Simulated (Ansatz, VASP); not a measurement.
# One calculation of MgO (Periclase), two programs

The input POSCAR:

```
MgO
1.0
    0.0000000000      2.1022130587      2.1022130587
    2.1022130587      0.0000000000      2.1022130587
    2.1022130587      2.1022130587      0.0000000000
Mg O
1 1
Direct
    0.0000000000      0.0000000000      0.0000000000
    0.5000000000      0.5000000000      0.5000000000
```

File INCAR.step1:

```
SYSTEM = MgO
ALGO = Normal ; EDIFF = 1E-4
ENCUT = 520 ; GGA = PE
ISMEAR = 0 ; LASPH = .TRUE.
LCHARG = .FALSE. ; LREAL = .FALSE.
LWAVE = .TRUE. ; NBANDS = 11
NELM = 80 ; PREC = Accurate
SIGMA = 0.05
```

INCAR.step2

```
SYSTEM = MgO
ALGO = Normal ; EDIFF = 1E-6
ENCUT = 520 ; ISIF = 2
ISMEAR = 0 ; ISTART = 1
LASPH = .TRUE. ; LCHARG = .TRUE.
LELF = .TRUE. ; LMIXTAU = .TRUE.
LREAL = .FALSE. ; LVHAR = .TRUE.
LWAVE = .FALSE. ; METAGGA = R2SCAN
NBANDS = 11 ; NELM = 80
PREC = Accurate ; SIGMA = 0.05
```

File KPOINTS:

```
k-points
0
G
  8 8 8
  0 0 0
```

Input for Ansatz:

```yaml
crystal:
  lattice:
    - [0.0, 2.1022130587, 2.1022130587]
    - [2.1022130587, 0.0, 2.1022130587]
    - [2.1022130587, 2.1022130587, 0.0]
  atoms:
    - { symbol: Mg, position: [0.0, 0.0, 0.0] }
    - { symbol: O, position: [0.5, 0.5, 0.5] }
basis:
  ecutwfc: 500
  ecutrho_ratio: 4
kpoints:
  mp_grid: { grid: [8, 8, 8] }
hamiltonian:
  xc: r2scan
scf:
  occupations: { method: gaussian, width: 0.05 }
output:
  forces: true
  stress: true
  eigenvalues: true
```

Alike in both runs: task single point; functional r2SCAN; k mesh 8 × 8 × 8; occupations gaussian, width 0.05 eV; no spin polarisation.

```csv
,VASP,Ansatz
version,VASP 6.6.1,Ansatz 0.2.0
potentials or method,"VASP PAW PBE potentials, release 64 (Mg, O)","scalar-relativistic, plane waves, PAW"
plane-wave cutoff (eV),520,500
valence electrons in the cell,8,16
```

Ansatz gave:

| Property | Result |
| --- | --- |
| gap on the k mesh at the Fermi level (eV) | 5.68 |
| least direct gap on the mesh (eV) | 5.68 |
| pressure (GPa) | 0.0 |

Problem. What did VASP give for the same quantities?

Solution. gap on the k mesh at the Fermi level (eV): 5.66; least direct gap on the mesh (eV): 5.66; pressure (GPa): -1.1.

The two sets of potentials don't hold the same shells in valence.

Caveats: the PAW data sets were made with another functional, which shifts forces and pressure a little (VASP). r2SCAN opens gaps a little over a GGA but as a rule still falls short of measured ones.
